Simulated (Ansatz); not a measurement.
# Convergence of a linear-scaling basis for C(111) slab, H on the bottom face (99 atoms), part 2 of 3

Aim: test how closely localised support functions follow the reference on C(111) slab, H on the bottom face (99 atoms), and at what cost. A setting counts as converged where the r.m.s. difference of forces stays under 1 % of the r.m.s. force.

Ansatz 0.2.0; Kohn-Sham DFT, PBE+D4, PAW (set soft_2), plane waves.

The cell: 90 C and 9 H. Beside vacuum, support functions can miss their usual error bounds without a warning. The main run has no spin polarisation.

So far. Step 3 (Support functions medium): Forces differ from the reference by 2.2 meV/Å r.m.s., 0.15 % of their size, well within a tolerance of 1 %; the energy by -3.9 meV/atom. It took roughly 3.3 times the reference's time (one timing each, with unlike analyses asked), in 29 cycles against 27. Step 4 (Support functions low): Forces differ from the reference by 2.3 meV/Å r.m.s., 0.16 % of their size, well within a tolerance of 1 %; the energy by -3.9 meV/atom.

### Step 5. Support functions high

The cell is solved in localised support functions.

This step: Kohn-Sham DFT, PBE+D4, PAW (set soft_2), localised support functions (high) (Ansatz 0.2.0).

The input, input.yaml:

```yaml
crystal:
  lattice:
    - [7.56675, 0.0, 0.0]
    - [-3.78337, 6.553, 0.0]
    - [0.0, 0.0, 21.84249]
  atoms:
    [... the 99 atom lines of step 2 ...]
kpoints:
  mp_grid: { grid: [2, 2, 1] }
hamiltonian:
  xc: pbe
  dispersion: d4
scf:
  occupations: { method: gaussian, width: 0.05 }
  eigensolver: { kind: { support_functions: { accuracy: high } } }
  mixing: { beta: 0.2 }
  max_iter: 150
output:
  forces: true
  eigenvalues: true
```

On the command line:

```console
$ ansatz run input.yaml --threads 4 --pin off --max-ram 8192MiB --backend cpu --events-out ev --progress --plain --runs-dir out
```

The program printed:

```text
[...]
Crystal: 99 atoms, lattice volume = 1083.058 Å³
Basis set: ecut = 420 eV, 21193 PW (Γ), exchange–correlation on 120×120×360 points (8 copies of the dense FFT grid, shifted against one another)
Bands: 222, of which v1, the nominal top of the filled ones, is band 185 counted from 1 (184 counted from 0)
Symmetry: 1 space group operations
k-points: 4
[...]
SCF iter   1: F=—  HF=-22723.813357 eV  |F-HF|=—  |Δ(HF+E_count)|=         —  Δρ=8.94e-2  dr2=7.36e1  ethr=1.00e-1
[...]
SCF iter  37: F=—  HF=-22711.274642 eV  |F-HF|=—  |Δ(HF+E_count)|=   1.82e-5  Δρ=4.56e-7  dr2=2.58e-9  ethr=1.09e-12  κ⁻¹=1.2e-4(r=7)
SCF iter  38: F=-22711.274659 eV  HF=-22711.274659 eV  |F-HF|=2.54e-9  |Δ(HF+E_count)|=   1.73e-5  Δρ=3.41e-7  dr2=1.51e-9  ethr=1.00e-12
SCF 1 converged in 38 iterations: F = -22711.275619 eV  dr2 = 1.51e-9
[...]
SCF converged after 38 iterations
[...]
Free energy (F): -22711.275619 eV
[...]
Internal energy: -22711.188318 eV  (E = F + TS)
E sigma→0 (E₀):  -22711.231968 eV
Entropy (-TS):   -0.087300 eV (-0.882 meV/atom)
Fermi energy:    4.704444 eV
[...]
Σ components = -22711.275619   (vs F -22711.275619, Δ=0.00e0)
--- Forces (eV/Å), atoms counted from 1 ---
  atom   1  C     -0.30259185    -1.38481392    -0.07287063
  atom   2  C      1.21839748     0.49726118     0.61261442
  atom   3  C     -0.52158585    -0.32105429     0.08469740
  atom   4  C      0.02708310    -0.28291335     0.45258595
[...]
atom  99  H     -0.02850151    -0.14962678    -2.15397647
  max |Σ_I F_I| component: 5.95e-4 eV/Å
--- Band table (eV) ---
[...]
```

Run time: 8.1 min. Hardware: 4 threads of Intel Xeon 6975P-C (Granite Rapids), shared host; peak memory 5.3 GiB.

Keys that differ from the reference: support_functions.accuracy = "high", scf.max_iter = 150 and scf.mixing.beta = 0.2.

Forces differ from the reference by 2.1 meV/Å r.m.s., 0.15 % of their size, well within a tolerance of 1 %; the energy by -3.9 meV/atom. It took roughly 12 times the reference's time (one timing each, with unlike analyses asked), in 38 cycles against 27.

### Step 6. Support functions medium, radius 2.93 Å

The radius confines each support function; a larger one gives more freedom and more work per atom.

This step: Kohn-Sham DFT, PBE+D4, PAW (set soft_2), localised support functions (medium) (Ansatz 0.2.0).

input.yaml, the sections that differ from step 5:

```yaml
scf:
  occupations: { method: gaussian, width: 0.05 }
  eigensolver: { kind: { support_functions: { accuracy: medium, radius: 2.93 } } }
  mixing: { beta: 0.2 }
  max_iter: 150
# crystal, kpoints, hamiltonian, output: as in step 5
```

The program printed:

```text
[...]
Crystal: 99 atoms, lattice volume = 1083.058 Å³
Basis set: ecut = 420 eV, 21193 PW (Γ), exchange–correlation on 108×108×300 points (8 copies of the dense FFT grid, shifted against one another)
Bands: 222, of which v1, the nominal top of the filled ones, is band 185 counted from 1 (184 counted from 0)
Symmetry: 1 space group operations
k-points: 4
[...]
Eigensolver: Support functions (medium, 36×36×96 points, laid for a spacing of at most 0.228497 Å, radius 2.930000 Å, 27 sites without an atom, 2 species' potentials softened for the grid, 2 wholly corrected for its errors in the mean over positions, 2 with the egg-box correction, energy correction by stochastic trace)
[...]
SCF iter   1: F=—  HF=-22714.406170 eV  |F-HF|=—  |Δ(HF+E_count)|=         —  Δρ=8.67e-2  dr2=6.75e1  ethr=1.00e-1
[...]
SCF iter  29: F=—  HF=-22711.265988 eV  |F-HF|=—  |Δ(HF+E_count)|=   9.96e-7  Δρ=1.28e-5  dr2=3.15e-6  ethr=1.06e-9  κ⁻¹=1.5e-4(r=7)
SCF iter  30: F=-22711.265990 eV  HF=-22711.265991 eV  |F-HF|=7.70e-7  |Δ(HF+E_count)|=   2.53e-6  Δρ=7.99e-6  dr2=1.64e-6  ethr=8.54e-10
SCF 1 converged in 30 iterations: F = -22711.274456 eV  dr2 = 1.64e-6
[...]
SCF converged after 30 iterations
[...]
Free energy (F): -22711.274456 eV
[...]
Internal energy: -22711.187206 eV  (E = F + TS)
E sigma→0 (E₀):  -22711.230831 eV
Entropy (-TS):   -0.087249 eV (-0.881 meV/atom)
Fermi energy:    4.704510 eV
[...]
Σ components = -22711.274456   (vs F -22711.274456, Δ=0.00e0)
--- Forces (eV/Å), atoms counted from 1 ---
  atom   1  C     -0.30254246    -1.38467251    -0.07157161
  atom   2  C      1.21833995     0.49707043     0.61800590
  atom   3  C     -0.52157513    -0.32097166     0.08564428
  atom   4  C      0.02711041    -0.28272155     0.44982189
[...]
atom  99  H     -0.02852510    -0.14963591    -2.15259930
  max |Σ_I F_I| component: 2.60e-2 eV/Å
--- Band table (eV) ---
[...]
```

Elapsed: 2.2 min, on 4 threads; peak memory 2.6 GiB.

Keys that differ from the reference: support_functions.accuracy = "medium", support_functions.radius = 2.93, scf.max_iter = 150 and scf.mixing.beta = 0.2.

Forces differ from the reference by 2.2 meV/Å r.m.s., 0.15 % of their size, well within a tolerance of 1 %; the energy by -3.9 meV/atom. It took roughly 3.3 times the reference's time (one timing each, with unlike analyses asked), in 30 cycles against 27.

### Step 7. Support functions medium, radius 3.18 Å

The radius confines each support function; a larger one gives more freedom and more work per atom.

input.yaml, the sections that differ from step 6:

```yaml
scf:
  occupations: { method: gaussian, width: 0.05 }
  eigensolver: { kind: { support_functions: { accuracy: medium, radius: 3.18 } } }
  mixing: { beta: 0.2 }
  max_iter: 150
# crystal, kpoints, hamiltonian, output: as in step 6
```

The program printed:

```text
[...]
Crystal: 99 atoms, lattice volume = 1083.058 Å³
Basis set: ecut = 420 eV, 21193 PW (Γ), exchange–correlation on 108×108×300 points (8 copies of the dense FFT grid, shifted against one another)
Bands: 222, of which v1, the nominal top of the filled ones, is band 185 counted from 1 (184 counted from 0)
Symmetry: 1 space group operations
k-points: 4
[...]
SCF iter   1: F=—  HF=-22721.267433 eV  |F-HF|=—  |Δ(HF+E_count)|=         —  Δρ=8.83e-2  dr2=7.15e1  ethr=1.00e-1
[...]
SCF iter  28: F=—  HF=-22711.270724 eV  |F-HF|=—  |Δ(HF+E_count)|=   1.74e-6  Δρ=1.42e-5  dr2=2.41e-6  ethr=1.51e-9  κ⁻¹=1.3e-4(r=7)
SCF iter  29: F=-22711.270726 eV  HF=-22711.270725 eV  |F-HF|=1.15e-6  |Δ(HF+E_count)|=   1.57e-6  Δρ=1.22e-5  dr2=1.69e-6  ethr=6.54e-10
SCF 1 converged in 29 iterations: F = -22711.274487 eV  dr2 = 1.69e-6
[...]
SCF converged after 29 iterations
[...]
Free energy (F): -22711.274487 eV
[...]
Internal energy: -22711.187210 eV  (E = F + TS)
E sigma→0 (E₀):  -22711.230849 eV
Entropy (-TS):   -0.087277 eV (-0.882 meV/atom)
Fermi energy:    4.704491 eV
[...]
Σ components = -22711.274487   (vs F -22711.274487, Δ=0.00e0)
--- Forces (eV/Å), atoms counted from 1 ---
  atom   1  C     -0.30258809    -1.38465626    -0.07167823
  atom   2  C      1.21836409     0.49717542     0.61795783
  atom   3  C     -0.52157725    -0.32103551     0.08582026
  atom   4  C      0.02709660    -0.28288118     0.45003248
[...]
atom  99  H     -0.02849070    -0.14970194    -2.15266027
  max |Σ_I F_I| component: 2.41e-2 eV/Å
--- Band table (eV) ---
[...]
```

Wall time 2.3 min (4 threads); peak memory 2.8 GiB.

Keys that differ from the reference: support_functions.accuracy = "medium", support_functions.radius = 3.18, scf.max_iter = 150 and scf.mixing.beta = 0.2.

Forces differ from the reference by 2.2 meV/Å r.m.s., 0.15 % of their size, well within a tolerance of 1 %; the energy by -3.9 meV/atom. It took roughly 3.5 times the reference's time (one timing each, with unlike analyses asked), in 29 cycles against 27.

### Step 8. Support functions medium, radius 3.39 Å

The radius confines each support function; a larger one gives more freedom and more work per atom.

input.yaml, the sections that differ from step 7:

```yaml
scf:
  occupations: { method: gaussian, width: 0.05 }
  eigensolver: { kind: { support_functions: { accuracy: medium, radius: 3.39 } } }
  mixing: { beta: 0.2 }
  max_iter: 150
# crystal, kpoints, hamiltonian, output: as in step 7
```

The program printed:

```text
[...]
Crystal: 99 atoms, lattice volume = 1083.058 Å³
Basis set: ecut = 420 eV, 21193 PW (Γ), exchange–correlation on 108×108×300 points (8 copies of the dense FFT grid, shifted against one another)
Bands: 222, of which v1, the nominal top of the filled ones, is band 185 counted from 1 (184 counted from 0)
Symmetry: 1 space group operations
k-points: 4
[...]
SCF iter   1: F=—  HF=-22722.852761 eV  |F-HF|=—  |Δ(HF+E_count)|=         —  Δρ=8.91e-2  dr2=7.32e1  ethr=1.00e-1
[...]
SCF iter  28: F=—  HF=-22711.272492 eV  |F-HF|=—  |Δ(HF+E_count)|=   2.52e-6  Δρ=1.65e-5  dr2=3.29e-6  ethr=2.02e-9  κ⁻¹=1.2e-5(r=7)
SCF iter  29: F=-22711.272494 eV  HF=-22711.272491 eV  |F-HF|=2.41e-6  |Δ(HF+E_count)|=   9.67e-7  Δρ=1.08e-5  dr2=1.08e-6  ethr=8.93e-10
SCF 1 converged in 29 iterations: F = -22711.274498 eV  dr2 = 1.08e-6
[...]
SCF converged after 29 iterations
[...]
Free energy (F): -22711.274498 eV
[...]
Internal energy: -22711.187204 eV  (E = F + TS)
E sigma→0 (E₀):  -22711.230851 eV
Entropy (-TS):   -0.087294 eV (-0.882 meV/atom)
Fermi energy:    4.704503 eV
[...]
Σ components = -22711.274498   (vs F -22711.274498, Δ=0.00e0)
--- Forces (eV/Å), atoms counted from 1 ---
  atom   1  C     -0.30258967    -1.38463474    -0.07171020
  atom   2  C      1.21829308     0.49709247     0.61803150
  atom   3  C     -0.52156371    -0.32098332     0.08575456
  atom   4  C      0.02710431    -0.28284273     0.44992692
[...]
atom  99  H     -0.02847535    -0.14966174    -2.15256778
  max |Σ_I F_I| component: 2.50e-2 eV/Å
--- Band table (eV) ---
[...]
```

Elapsed: 2.8 min, on 4 threads; peak memory 3.1 GiB; 10 min of CPU time.

Keys that differ from the reference: support_functions.accuracy = "medium", support_functions.radius = 3.39, scf.max_iter = 150 and scf.mixing.beta = 0.2.

Forces differ from the reference by 2.2 meV/Å r.m.s., 0.15 % of their size, well within a tolerance of 1 %; the energy by -3.9 meV/atom. It took roughly 4.2 times the reference's time (one timing each, with unlike analyses asked), in 29 cycles against 27.

### Step 9. Support functions medium, radius 3.63 Å

The radius confines each support function; a larger one gives more freedom and more work per atom.

input.yaml, the sections that differ from step 8:

```yaml
scf:
  occupations: { method: gaussian, width: 0.05 }
  eigensolver: { kind: { support_functions: { accuracy: medium, radius: 3.63 } } }
  mixing: { beta: 0.2 }
  max_iter: 150
# crystal, kpoints, hamiltonian, output: as in step 8
```

The program printed:

```text
[...]
Crystal: 99 atoms, lattice volume = 1083.058 Å³
Basis set: ecut = 420 eV, 21193 PW (Γ), exchange–correlation on 108×108×300 points (8 copies of the dense FFT grid, shifted against one another)
Bands: 222, of which v1, the nominal top of the filled ones, is band 185 counted from 1 (184 counted from 0)
Symmetry: 1 space group operations
k-points: 4
[...]
SCF iter   1: F=—  HF=-22723.791070 eV  |F-HF|=—  |Δ(HF+E_count)|=         —  Δρ=8.97e-2  dr2=7.46e1  ethr=1.00e-1
[...]
SCF iter  28: F=—  HF=-22711.273288 eV  |F-HF|=—  |Δ(HF+E_count)|=   1.15e-6  Δρ=1.63e-5  dr2=2.86e-6  ethr=2.52e-9  κ⁻¹=3.3e-6(r=7)
SCF iter  29: F=-22711.273290 eV  HF=-22711.273288 eV  |F-HF|=1.88e-6  |Δ(HF+E_count)|=   4.45e-7  Δρ=1.19e-5  dr2=1.49e-6  ethr=7.76e-10
SCF 1 converged in 29 iterations: F = -22711.274506 eV  dr2 = 1.49e-6
[...]
SCF converged after 29 iterations
[...]
Free energy (F): -22711.274506 eV
[...]
Internal energy: -22711.187204 eV  (E = F + TS)
E sigma→0 (E₀):  -22711.230855 eV
Entropy (-TS):   -0.087302 eV (-0.882 meV/atom)
Fermi energy:    4.704550 eV
[...]
Σ components = -22711.274506   (vs F -22711.274506, Δ=0.00e0)
--- Forces (eV/Å), atoms counted from 1 ---
  atom   1  C     -0.30263859    -1.38464011    -0.07175083
  atom   2  C      1.21832668     0.49715458     0.61808930
  atom   3  C     -0.52155785    -0.32099939     0.08587232
  atom   4  C      0.02709673    -0.28288009     0.44996416
[...]
atom  99  H     -0.02849143    -0.14965694    -2.15253356
  max |Σ_I F_I| component: 2.62e-2 eV/Å
--- Band table (eV) ---
[...]
```

The job ended after 3.1 min (4 threads; peak memory 3.3 GiB).

Keys that differ from the reference: support_functions.accuracy = "medium", support_functions.radius = 3.63, scf.max_iter = 150 and scf.mixing.beta = 0.2.

Forces differ from the reference by 2.2 meV/Å r.m.s., 0.15 % of their size, well within a tolerance of 1 %; the energy by -3.9 meV/atom. It took roughly 4.6 times the reference's time (one timing each, with unlike analyses asked), in 29 cycles against 27.

### Step 10. Support functions medium, radius 2.57 Å

The radius confines each support function; a larger one gives more freedom and more work per atom.

input.yaml, the sections that differ from step 9:

```yaml
scf:
  occupations: { method: gaussian, width: 0.05 }
  eigensolver: { kind: { support_functions: { accuracy: medium, radius: 2.57 } } }
  mixing: { beta: 0.2 }
  max_iter: 150
# crystal, kpoints, hamiltonian, output: as in step 9
```

The program printed:

```text
Warning: scf.eigensolver.kind.support_functions: disabling space-group detection — the functions' gradient is summed over unrotated k-points, so no spatial operation reduces the k-mesh or symmetrises the density; time reversal is kept, so that k and −k are solved as one point where they differ and the mesh holds both, and exact exchange and, on two spinor components, a DFT+U term hold to it where the run has them: [...]
settings of this run that can trade accuracy for cost: scf.eigensolver.kind.support_functions [...]
Engine: ansatz 0.2.0, x86_64-unknown-linux-gnu
Pseudopotentials: kind: paw
Pseudopotential: C, paw, valence charge 4, recommended cutoff 420 eV (normal), C.paw.azcp
Pseudopotential: H, paw, valence charge 1, recommended cutoff 420 eV (normal), H.paw.azcp
[... 5 lines on functional and potentials left out ...]
Error: SCF: the radius of support functions is under 2.88 Å, the least for these sites at the functions' level (scf.eigensolver.kind.support_functions.accuracy). Use scf.eigensolver.kind: auto, or type scf.eigensolver.kind.support_functions.radius at least as long, [...]
```

Wall time 1.6 s (4 threads); peak memory 0.24 GiB; 5.4 s of CPU time.

The program refuses radii under 2.88 Å for these atoms at this level.

### Step 11. With kpoints.mp_grid.shift = [0.5, 0.5, 0.0]

Changed here: kpoints.mp_grid.shift = [0.5, 0.5, 0.0].

This step: Kohn-Sham DFT, PBE+D4, PAW (set soft_2), plane waves (Ansatz 0.2.0).

input.yaml, the sections that differ from step 10:

```yaml
kpoints:
  mp_grid: { grid: [2, 2, 1], shift: [0.5, 0.5, 0.0] }
scf:
  occupations: { method: gaussian, width: 0.05 }
output:
  forces: true
  populations: intrinsic
  dos:
    method: { smearing: { sigma: 0.08 } }
    de: 0.1
    projected:
      site_lists: { C: [C], H: [H], hydrogen: [90, 91, 92, 93, 94, 95, 96, 97, 98] }
  eigenvalues: true
# crystal, hamiltonian: as in step 10
```

The program printed:

```text
[...]
Crystal: 99 atoms, lattice volume = 1083.058 Å³
Basis set: ecut = 420 eV, 21193 PW (Γ), exchange–correlation on 108×108×300 points (8 copies of the dense FFT grid, shifted against one another)
Bands: 284, of which v1, the nominal top of the filled ones, is band 185 counted from 1 (184 counted from 0)
Symmetry: 1 space group operations
[...]
k-points: 2 of 4 (time reversal used)
[...]
SCF iter   1: F=—  HF=-22712.454232 eV  |F-HF|=—  |Δ(HF+E_count)|=         —  Δρ=1.56e-2  dr2=1.03e1  ethr=1.77e-3  ⟨swp⟩=8.0  Hψ=2971  notcnv=0  defer=168
[...]
SCF iter  26: F=—  HF=-22711.189444 eV  |F-HF|=—  |Δ(HF+E_count)|=   4.86e-8  Δρ=2.45e-6  dr2=1.08e-7  ethr=2.71e-11  ⟨swp⟩=30.0  Hψ=5226  notcnv=0
SCF iter  27: F=-22711.189444 eV  HF=-22711.189444 eV  |F-HF|=6.29e-10  |Δ(HF+E_count)|=   7.62e-8  Δρ=1.51e-6  dr2=3.94e-8  ethr=2.71e-11  ⟨swp⟩=7.0  Hψ=2037  notcnv=0
SCF 1 converged in 27 iterations: F = -22711.189444 eV  dr2 = 3.94e-8
[...]
SCF converged after 27 iterations
Free energy (F): -22711.189444 eV
[...]
Internal energy: -22711.092245 eV  (E = F + TS)
E sigma→0 (E₀):  -22711.140844 eV
Entropy (-TS):   -0.097199 eV (-0.982 meV/atom)
Fermi energy:    4.705867 eV
[...]
Σ components = -22711.189444   (vs F -22711.189444, Δ=0.00e0)
--- Forces (eV/Å), atoms counted from 1 ---
  atom   1  C     -0.29362525    -1.38604413    -0.06420781
  atom   2  C      1.20632285     0.50348830     0.60689012
  atom   3  C     -0.51213715    -0.32867639     0.09389717
  atom   4  C      0.02321530    -0.27979840     0.44384101
[...]
atom  99  H     -0.02776610    -0.15060597    -2.16174442
  max |Σ_I F_I| component: 4.23e-5 eV/Å
--- Band table (eV) ---
[...]
--- intrinsic populations: 99 sites ---
  site symbol       q [e]
     0      C      3.9801
     1      C      4.1681
     2      C      4.0000
[...]
98      H      0.8297
  spilling = 0.000000 (of n_electrons = 369.000000)
```

Elapsed: 36 s, on 4 threads; peak memory 3 GiB.

Forces differ from the reference by 36 meV/Å r.m.s., 2.5 % of their size, over a tolerance of 1 %; the energy by -3.1 meV/atom.

### Step 12. All settings compared

Each row is set against the plane-wave reference (Kohn-Sham DFT, PBE+D4, PAW (set soft_2), plane waves; r.m.s. force component 1.43 eV/Å). Energies are set beside the reference only for runs with its functional, potentials and electron count. Times are for 4 threads of Intel Xeon 6975P-C (Granite Rapids), shared host. The reference's time includes the DOS and grids, which some other runs skip.

| run | Δ force, r.m.s. (meV/Å) | share of r.m.s. force (%) | Δ energy (meV/atom) | cycles | time | host memory (GiB) |
| --- | --- | --- | --- | --- | --- | --- |
| reference | - | - | - | 27 | 40 s | 5.7 |
| support functions medium | 2.20 | 0.153 | -3.91 | 29 | 2.2 min | 2.7 |
| support functions low | 2.26 | 0.157 | -3.91 | 26 | 2 min | 2.6 |
| support functions high | 2.09 | 0.145 | -3.92 | 38 | 8.1 min | 5.3 |
| support functions medium, radius 2.93 Å | 2.19 | 0.152 | -3.91 | 30 | 2.2 min | 2.6 |
| support functions medium, radius 3.18 Å | 2.17 | 0.151 | -3.91 | 29 | 2.3 min | 2.8 |
| support functions medium, radius 3.39 Å | 2.18 | 0.152 | -3.91 | 29 | 2.8 min | 3.1 |
| support functions medium, radius 3.63 Å | 2.19 | 0.153 | -3.91 | 29 | 3.1 min | 3.3 |
| kpoints.mp_grid.shift = [0.5, 0.5, 0.0] | 36.5 | 2.54 | -3.05 | 27 | 36 s | 3.0 |

(Part 2 of 3 ends here.)

[Long decimals in the printed logs are rounded to 6 places.]

[Logs are printed without paths, hosts, clocks, repeated set-up lines and the standing remarks that a program may print on its own settings, such as how far it seeks lower states.]

[Hosts, paths, dates, database ids (printed as entryN), source tags and the programs' standing remarks are cut or masked in the printed files.]
